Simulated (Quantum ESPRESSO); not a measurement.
The system is TaN.

```xyz
2
Lattice="0.0000 2.2113 2.2113 2.2113 0.0000 2.2113 2.2113 2.2113 0.0000" Properties=species:S:1:pos:R:3 pbc="T T T"
Ta    2.2113    2.2113    2.2113
N     0.0000    0.0000    0.0000
```

The cell comes from a database or a generator and needn't be the stable form of this composition.

* Program: Quantum ESPRESSO 7.5
* Task: phonons
* Functional: PBE
* Potentials or basis: GBRV 1.5 PBE
* Cutoff: 762 eV
* Density cutoff: 6095 eV
* k mesh: 10 × 10 × 10
* Occupations: cold, width 0.2 eV
* Spin: no spin polarisation
* Mixing beta: 0.5
* Most SCF iterations: 120
* SCF threshold: 4e-10 Ry

The cell and the atoms were relaxed first, to 10.77 Å³/atom (a = 3.123 Å, b = 3.123 Å, c = 3.123 Å, α = 60.00°, β = 60.00°, γ = 60.00°), and the response was taken there.

Where do the zone-centre optical modes lie?

T1u at 379 cm⁻¹ (IR).

Optical modes at Γ, degenerate ones joined:
```
cm⁻¹  components  symmetry  active in
 379           3       T1u         IR
```
